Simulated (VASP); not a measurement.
# PbSe (Pnma) in VASP: single point with PBE+D3(BJ)

Aim: the single point of PbSe with PBE+D3(BJ).

Program: VASP 6.6.1. These are calculated values, not measurements. Logs are shortened: lines on timing, memory, paths and dates and some standing lists are left out, and cuts for length are marked.

### 1 Starting point

It takes space group Fm-3m (No. 225, cubic). Conventional cell: a = 6.134 Å, b = 6.134 Å, c = 6.134 Å, α = 90.00°, β = 90.00°, γ = 90.00°. Around Pb (site symmetry m-3m) lie 6 Se at 3.07 Å. Se (site symmetry m-3m) is surrounded by 6 Pb at 3.07 Å.

The cell was built by a generator and needn't be a form met in nature.

### 2 Single point, PBE+D3(BJ)

Contents of INCAR:

```
SYSTEM = PbSe
PREC = Accurate
ENCUT = 520
EDIFF = 1E-6
ISMEAR = 0
SIGMA = 0.02
LREAL = .False.
LASPH = .True.
NELM = 100
ALGO = Fast
ISIF = 2
LWAVE = .False.
LCHARG = .True.
GGA = PE
IVDW = 12
LELF = .True.
LVHAR = .True.
NBANDS = 50
```

Contents of KPOINTS:

```
regular mesh
0
Gamma
  4 6 6
  0 0 0
```

Contents of POSCAR:

```
PbSe
1.0
   12.2685802088      0.0000000000      0.0000000000
    0.0000000000      4.3363959790      0.0000000000
    0.0000000000      0.0000000000      4.3379604058
Pb Se
4 4
Direct
    0.6250047282      0.7500000000      0.2507004231
    0.8749952718      0.2500000000      0.7507004231
    0.3749952718      0.2500000000      0.7492995769
    0.1250047282      0.7500000000      0.2492995769
    0.1249935896      0.2500000000      0.7493813403
    0.6249935896      0.2500000000      0.7506186597
    0.3750064104      0.7500000000      0.2493813403
    0.8750064104      0.7500000000      0.2506186597
```

Potentials or basis: VASP PAW PBE potentials, release 64 (Pb_d, Se).

The run is started by

```sh
$ cat potpaw_PBE.64/Pb_d/POTCAR potpaw_PBE.64/Se/POTCAR > POTCAR
$ mpirun -np 1 vasp_std > vasp.out
```

OUTCAR:

```text
SYSTEM = PbSe
   PREC = Accurate
   ENCUT = 520
   EDIFF = 1E-6
   ISMEAR = 0
   LREAL = .False.
   LASPH = .True.
   NELM = 100
   ISIF = 2
   GGA = PE
   IVDW = 12
 IVDW          = 12

 ion  position               nearest neighbor table
   1  0.625  0.750  0.251-   6 3.07   6 3.07   6 3.07   6 3.07   7 3.07   8 3.07
   2  0.875  0.250  0.751-   8 3.07   8 3.07   8 3.07   8 3.07   5 3.07   6 3.07
   3  0.375  0.250  0.749-   7 3.07   7 3.07   7 3.07   7 3.07   6 3.07   5 3.07
   4  0.125  0.750  0.249-   5 3.07   5 3.07   5 3.07   5 3.07   8 3.07   7 3.07
   5  0.125  0.250  0.749-   4 3.07   4 3.07   4 3.07   4 3.07   2 3.07   3 3.07
   6  0.625  0.250  0.751-   1 3.07   1 3.07   1 3.07   1 3.07   3 3.07   2 3.07
   7  0.375  0.750  0.249-   3 3.07   3 3.07   3 3.07   3 3.07   1 3.07   4 3.07
   8  0.875  0.750  0.251-   2 3.07   2 3.07   2 3.07   2 3.07   4 3.07   1 3.07

  LATTYP: Found a simple orthorhombic cell.
 ALAT       =     4.3363959790
 B/A-ratio  =     1.0003607666
 C/A-ratio  =     2.8292112317

  Lattice vectors:

 A1 = (   0.0000000000,   4.3363959790,   0.0000000000)
 A2 = (   0.0000000000,   0.0000000000,   4.3379604058)
 A3 = (  12.2685802088,   0.0000000000,   0.0000000000)

Analysis of symmetry for initial positions (statically):
=====================================================================
 Subroutine PRICEL returns:
 Original cell was already a primitive cell.

 Routine SETGRP: Setting up the symmetry group for a
 simple orthorhombic supercell.

 Subroutine GETGRP returns: Found  8 space group operations
 (whereof  2 operations were pure point group operations)
 out of a pool of  8 trial point group operations.

The static configuration has the point symmetry S_2 .
 The point group associated with its full space group is D_2h.

Analysis of symmetry for dynamics (positions and initial velocities):
=====================================================================
 Subroutine PRICEL returns:
 Original cell was already a primitive cell.

 Routine SETGRP: Setting up the symmetry group for a
 simple orthorhombic supercell.

 Subroutine GETGRP returns: Found  8 space group operations
 (whereof  2 operations were pure point group operations)
 out of a pool of  8 trial point group operations.

The dynamic configuration has the point symmetry S_2 .
 The point group associated with its full space group is D_2h.

 Subroutine INISYM returns: Found  8 space group operations
 (whereof  2 operations are pure point group operations),
 and found     1 'primitive' translations
[... 115 lines left out ...]
   POTIM  = 0.5000    time-step for ionic-motion
   TEBEG  =    0.0;   TEEND  =   0.0 temperature during run
   PSTRESS=    0.0 pullay stress
   NELECT =      80.0000    total number of electrons
   NUPDOWN=      -1.0000    fix difference up-down
   EMIN   =  10.00;   EMAX   =-10.00  energy-range for DOS
   EFERMI =   0.00;   METHOD = LEGACY
   ISMEAR =     0;   SIGMA  =   0.02  broadening in eV -4-tet -1-fermi 0-gaus
   EFERMI_NEDOS =   21; number of points for ismear=-14 and -15
   IALGO  =     68    algorithm
   IMIX   =      4    mixing-type and parameters
     AMIX     =   0.40;   BMIX     =  1.00
     AMIX_MAG =   1.60;   BMIX_MAG =  1.00
  volume/ion in A,a.u.               =      28.85       194.68
  Fermi-wavevector in a.u.,A,eV,Ry     =   1.150011  2.173205 17.994040  1.322525
  Thomas-Fermi vector in A             =   2.286677
   LORBIT       =      0    0 simple, 1 ext, 2 COOP (PROOUT), +10 PAW based schemes
   GGA     = PE    functional components
   LHFCALC =     F    Hartree Fock is set to
   AEXX    =    0.0000 exact exchange contribution
   IVDW    =    12    specifies the selected vdW correction
   LEPSILON=     F    determine dielectric tensor
   LRPA    =     F    only Hartree local field effects (RPA)
 non-spin polarized calculation
 RMM-DIIS sequential band-by-band and
 Gauss-broadening in eV      SIGMA  =   0.02
  energy-cutoff  :      520.00
  volume of cell :      230.79
 maximum number of plane-waves:      6304
 NGX is ok and might be reduce to    96
   NGX = 45   NGY = 17   NGZ = 17

 number of electron      80.0000009 magnetization

 Free energy of the ion-electron system (eV)
  ---------------------------------------------------
  ext. energy  EPLUGINS =         0.00000000
  ---------------------------------------------------
  free energy    TOTEN  =       -32.73481475 eV

  energy without entropy =      -32.73481475  energy(sigma->0) =      -32.73481475

 E-fermi :   5.1369     XC(G=0):  -9.5017

 val. band max:        4.9889095650   @ k =   0.0000   0.0000   0.5000
 cond. band min:       5.2992610323   @ k =   0.0000   0.5000   0.0000
 fundamental gap:      0.3103514673
 Fermi energy:         5.1368666009

 k-point     1 :       0.0000    0.0000    0.0000
  band No.  band energies     occupation
      1     -11.9530      2.00000
      2     -11.8759      2.00000
      3     -11.8759      2.00000
      4     -11.8511      2.00000
      5     -11.8422      2.00000
      6     -11.8422      2.00000
[... 1261 lines left out ...]
     49       8.7233      0.00000
     50       8.7233      0.00000

 [... further k-points ...]

------------------------ aborting loop because EDIFF is reached ----------------------------------------

 Edisp (eV)   -2.92778

 E8    (eV) :    -1.3661

  FORCE on cell =-STRESS in cart. coord.  units (eV):
  Direction    XX          YY          ZZ          XY          YZ          ZX
  --------------------------------------------------------------------------------------
  -------------------------------------------------------------------------------------
  Total      -0.03440    -0.02725    -0.04479     0.00000    -0.00000     0.00000
  in kB      -0.23883    -0.18918    -0.31094     0.00000    -0.00000     0.00000
  external pressure =       -0.25 kB  Pullay stress =        0.00 kB

 VOLUME and BASIS-vectors are now :
 -----------------------------------------------------------------------------
  energy-cutoff  :      520.00
  volume of cell :      230.79
      direct lattice vectors                 reciprocal lattice vectors
    12.268580209  0.000000000  0.000000000     0.081509024  0.000000000  0.000000000
     0.000000000  4.336395979  0.000000000     0.000000000  0.230606246  0.000000000
     0.000000000  0.000000000  4.337960406     0.000000000  0.000000000  0.230523081

 POSITION                                       TOTAL-FORCE (eV/Angst)
 -----------------------------------------------------------------------------------
      7.66792      3.25230      1.08753        -0.000058     -0.000000     -0.001346
     10.73495      1.08410      3.25651         0.000058     -0.000000     -0.001346
      4.60066      1.08410      3.25043         0.000058     -0.000000      0.001346
      1.53363      3.25230      1.08145        -0.000058     -0.000000      0.001346
      1.53349      1.08410      3.25079         0.000122     -0.000000      0.001183
      7.66778      1.08410      3.25615         0.000122      0.000000     -0.001183
      4.60080      3.25230      1.08181        -0.000122     -0.000000      0.001183
     10.73509      3.25230      1.08717        -0.000122      0.000000     -0.001183
 -----------------------------------------------------------------------------------
    total drift:                                0.000000      0.000000     -0.000000

  FREE ENERGIE OF THE ION-ELECTRON SYSTEM (eV)
  ---------------------------------------------------
  free  energy   TOTEN  =       -35.6625996495 eV

  energy  without entropy=      -35.6625996495  energy(sigma->0) =      -35.66259965
```

stdout:

```text
POSCAR found type information on POSCAR PbSe
 POSCAR found :  2 types and       8 ions
 scaLAPACK will be used
 LDA part: xc-table for (Slater+PW92), standard interpolation
 POSCAR, INCAR and KPOINTS ok, starting setup
 FFT: planning ... GRIDC
 FFT: planning ... GRID_SOFT
 FFT: planning ... GRID
 WAVECAR not read
 entering main loop
```

Wall time 9.9 min (1 thread of Intel Xeon Platinum 8559C (Emerald Rapids), shared host); peak memory 0.58 GiB.

What came out:

| Quantity | Value |
| --- | --- |
| Free energy | -35.6626 eV |
| Pressure | 0.0 GPa |
| Band gap on the k mesh | 0.31 eV |
| Dispersion energy per atom | -0.366 eV |

Caveat: spin-orbit coupling is left out, which as a rule narrows the gap of such compounds by several tenths of an eV.
